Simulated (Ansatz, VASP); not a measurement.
# Al3Cu2: VASP beside Ansatz

```
Al Cu
1.0
     4.01331    0.00000    0.00000
    -2.00666    3.47563    0.00000
     0.00000    0.00000    4.88430
Al Cu
3 2
Direct
  0.00000 0.00000 0.00000
  0.33333 0.66667 0.35247
  0.66667 0.33333 0.64753
  0.33333 0.66667 0.84313
  0.66667 0.33333 0.15687
```

Alike in both runs: functional PBEsol; k mesh 12 × 12 × 8; occupations gaussian, width 0.1 eV; no spin polarisation.

Ansatz relaxed the structure, and its values are those at the end. VASP's run is a single point on that final structure, the one shown.

|  | VASP | Ansatz |
| --- | --- | --- |
| version | VASP 6.6.1 | Ansatz 0.2.0 |
| potentials or method | VASP PAW PBE potentials, release 64 (Al, Cu) | scalar-relativistic, plane waves, PAW |
| plane-wave cutoff (eV) | 520 | 420 |
| valence electrons in the cell | 31 | 47 |

VASP gave:

- gap on the k mesh at the Fermi level (eV): none
- pressure (GPa): 6.4

Q: What did Ansatz give for the same quantities?

A: gap on the k mesh at the Fermi level (eV): none; pressure (GPa): 8.1.

A gap of «none» marks a metal or a gap that the smearing closes. The two sets of potentials don't hold the same shells in valence.

Caveats: the PAW data sets were made with another functional, which shifts forces and pressure a little (VASP).
